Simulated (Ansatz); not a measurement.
# AgO: zone-centre modes under pressure

AgO, F-43m, a = 4.956 Å. The structure is a COD entry; whether it is the stable form wasn't checked. Ansatz: PBEsol, PAW, 420 eV, Γ-centred 14×14×14 mesh on 2 atoms, Fermi-Dirac smearing 0.15 eV; no spin polarisation. Cell and atoms are relaxed at each pressure with the symmetry kept; optical modes at Γ by linear response, in cm⁻¹, the highest.

| P (GPa) | V (Å³/atom) | ω1 |
| --- | --- | --- |
| 0 | 15.217 | 232.6 |
| 2 | 14.946 | ? |
| 6 | 14.477 | 269.9 |

Q: Get the mode's Grüneisen parameter γ = −d ln ω/d ln V from the other rows and predict the missing frequency.

A: ln(V/V0) = 0.0000, -0.0180, -0.0499; a line through ln(ω/ω0) of the 2 known rows gives ω1: γ = 2.981, predicted 245.4, computed 246.0. The miss is 0.2 %, or 4 % of the shift under pressure, so a constant γ serves at that level. In a metal these frequencies hang on the mesh and smearing.

Spin polarisation was left out, and a magnetic state may lie lower.